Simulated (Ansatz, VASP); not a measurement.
# KF: VASP beside Ansatz

```
K F
1.0
     3.19890    0.00000    0.00000
     0.00000    3.19890    0.00000
     0.00000    0.00000    3.17522
K F
1 1
Direct
  0.00000 0.00000 0.00000
  0.50000 0.50000 0.50000
```

Change from the starting cell: epitaxial_xy strain +0.6%.

Alike in both runs: task single point; functional PBE; k mesh 8 × 8 × 8; occupations fermi-dirac, width 0.02 eV; no spin polarisation.

|  | VASP | Ansatz |
| --- | --- | --- |
| version | VASP 6.6.1 | Ansatz 0.2.0 |
| potentials or method | VASP PAW PBE potentials, release 64 (K_sv, F) | plane waves, PAW |
| plane-wave cutoff (eV) | 520 | 420 |
| valence electrons in the cell | 16 | 16 |

```tsv
	VASP	Ansatz	Ansatz less VASP
gap on the k mesh at the Fermi level (eV)	6.69	6.71	+0.018
pressure (GPa)	2.5	2.4	-0.06
largest component of the traceless stress (GPa)	0.45	0.45	-0.001
```

With one functional, cell and mesh, what is left measures potentials, basis and numerics.

A k mesh can miss the band edges.
